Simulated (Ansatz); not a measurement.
**Guessed and relaxed cells of B**

The guess for B was made by a generator: 4-connected net of one element (Cmmm, No. 65). Lengths were set from tabulated atomic sizes, so they are only a guess.

POSCAR.start

```
B
1.0
     1.39264   -3.21772    0.00000
     1.39264    3.21772    0.00000
     0.00000    0.00000    2.46754
B
3
Direct
  0.67805 0.32195 0.50000
  0.32195 0.67805 0.50000
  0.50000 0.50000 0.00000
```

Level of theory: Ansatz 0.2.0, DFT PBE, scalar-relativistic, plane waves, PAW. Cutoff 420 eV, Gaussian smearing, Γ-centred meshes. Cell and atoms relax first on a coarse mesh and then on a finer one. In between, the cell is made exact in the group found at 0.06 Å. In metals the finer mesh still leaves noise of several meV/atom or more. The steps can't lower the symmetry of their start. No spin polarisation.

POSCAR.end

```
B
1.0
     1.40618   -4.04455    0.00000
     1.40618    4.04455    0.00000
     0.00000    0.00000    1.88435
B
3
Cartesian
  1.4062 -1.4831 0.9422
  1.4062 1.4831 0.9422
  1.4062 0.0000 0.0000
```

The symmetry stays Cmmm (No. 65). The volume per atom shrinks by 3.1 %, from 7.4 to 7.1 Å³. The shortest distance goes from 1.67 Å (B–B) to 1.76 Å (B–B). The energy falls by about 0.35 eV/atom (the start's value is from the coarse mesh).

- Volume per atom: 7.14 Å³
- Density: 2.51 g/cm³
- Energy over the standard state: +0.50 eV/atom
- Gap on the 18×18×24 mesh of the 3-atom cell: 0 eV (a metal)

Energies count from the standard state of B at the same level. So it is a metastable form at best.

The last run used Gaussian smearing of 0.10 eV. Symmetry constrained the relaxation, so the result can be a saddle point. In all, the 4 runs took 14 min on 1 thread of Intel(R) Xeon(R) Processor @ 2.50GHz (Skylake/Cascade Lake), with other jobs on the host. Another cell of B relaxed alike, in R32, lies 0.32 eV/atom lower, so this cell isn't the stable form at this level.
